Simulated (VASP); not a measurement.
Input of a VASP 6.6.1 run:

File INCAR:

```
PREC = Accurate ; ENCUT = 520
EDIFF = 1E-6 ; ISMEAR = -1
SIGMA = 0.05 ; LREAL = F
LASPH = T ; NELM = 60
ALGO = Normal ; ISIF = 2
LWAVE = F ; LCHARG = F
METAGGA = MS2 ; LMIXTAU = T
NBANDS = 11
```

KPOINTS

```
regular mesh
0
Gamma
  13 13 13
```

File POSCAR:

```
BN
1.0
    0.0000000000      1.8130010000      1.8130010000
    1.8130010000      0.0000000000      1.8130010000
    1.8130010000      1.8130010000      0.0000000000
N B
1 1
Direct
    0.2500000000      0.2500000000      0.2500000000
    0.0000000000      0.0000000000      0.0000000000
```

File KPOINTS_OPT:

```
path GXWKGLUWLK,UX
20
line-mode
reciprocal
 0.0000000000  0.0000000000  0.0000000000  G
 0.5000000000  0.0000000000  0.5000000000  X

 0.5000000000  0.0000000000  0.5000000000  X
 0.5000000000  0.2500000000  0.7500000000  W

 0.5000000000  0.2500000000  0.7500000000  W
 0.3750000000  0.3750000000  0.7500000000  K

 0.3750000000  0.3750000000  0.7500000000  K
 0.0000000000  0.0000000000  0.0000000000  G

 0.0000000000  0.0000000000  0.0000000000  G
 0.5000000000  0.5000000000  0.5000000000  L

 0.5000000000  0.5000000000  0.5000000000  L
 0.6250000000  0.2500000000  0.6250000000  U

 0.6250000000  0.2500000000  0.6250000000  U
 0.5000000000  0.2500000000  0.7500000000  W

 0.5000000000  0.2500000000  0.7500000000  W
 0.5000000000  0.5000000000  0.5000000000  L

 0.5000000000  0.5000000000  0.5000000000  L
 0.3750000000  0.3750000000  0.7500000000  K

 0.6250000000  0.2500000000  0.6250000000  U
 0.5000000000  0.0000000000  0.5000000000  X
```

Potentials or basis: VASP PAW PBE potentials, release 64 (N, B).

Launch:

```sh
$ cat potpaw_PBE.64/N/POTCAR potpaw_PBE.64/B/POTCAR > POTCAR
$ mpirun -np 1 vasp_std > vasp.out
```

Problem. Estimate the band gap on the k mesh.

Solution. 5.00 eV, indirect (least direct gap 9.70 eV).

Problem. What does it give for the pressure?

Solution. -6.9 GPa.

Levels at the corners of the path, in eV from the valence-band top:
```tsv
point	band 1	band 2	band 3	band 4	band 5	band 6	band 7	band 8	band 9
Γ	-21.00	0.00	0.00	0.00	9.71	9.71	9.71	10.89	25.25
X	-15.52	-9.04	-4.91	-4.91	4.92	9.86	19.22	19.22	21.94
X	-15.52	-9.04	-4.91	-4.91	4.92	9.86	19.22	19.22	21.94
W	-15.24	-7.74	-6.95	-6.47	10.17	14.27	15.18	15.77	20.45
W	-15.24	-7.74	-6.95	-6.47	10.17	14.27	15.18	15.77	20.45
K	-15.46	-8.26	-7.64	-4.08	7.45	13.65	16.99	17.82	19.60
K	-15.46	-8.26	-7.64	-4.08	7.45	13.65	16.99	17.82	19.60
Γ	-21.00	0.00	0.00	0.00	9.71	9.71	9.71	10.89	25.25
Γ	-21.00	0.00	0.00	0.00	9.71	9.71	9.71	10.89	25.25
L	-16.87	-10.77	-1.94	-1.94	10.78	11.61	11.61	16.08	24.15
L	-16.87	-10.77	-1.94	-1.94	10.78	11.61	11.61	16.08	24.15
U	-15.46	-8.26	-7.64	-4.08	7.45	13.65	16.99	17.82	19.60
U	-15.46	-8.26	-7.64	-4.08	7.45	13.65	16.99	17.82	19.60
W	-15.24	-7.74	-6.95	-6.47	10.17	14.27	15.18	15.77	20.45
W	-15.24	-7.74	-6.95	-6.47	10.17	14.27	15.18	15.77	20.45
L	-16.87	-10.77	-1.94	-1.94	10.78	11.61	11.61	16.08	24.15
L	-16.87	-10.77	-1.94	-1.94	10.78	11.61	11.61	16.08	24.15
K	-15.46	-8.26	-7.64	-4.08	7.45	13.65	16.99	17.82	19.60
U	-15.46	-8.26	-7.64	-4.08	7.45	13.65	16.99	17.82	19.60
X	-15.52	-9.04	-4.91	-4.91	4.92	9.86	19.22	19.22	21.94
```

Caveat: the PAW data sets were made with another functional, which shifts forces and pressure a little.

**The experiment to reproduce.**

A printed reference work, monograph reports, for a bulk crystal of BN at 300 K: band gap 6.4 eV (indirect).

A measured gap of BN is 6.4 eV (indirect; 300 K; a printed reference work, monograph); the calculated 4.92 eV misses it by -1.48 eV. The value is that of MS2, without temperature or zero-point motion. The cell is a database's relaxed one, not the measured one, which moves gaps too.
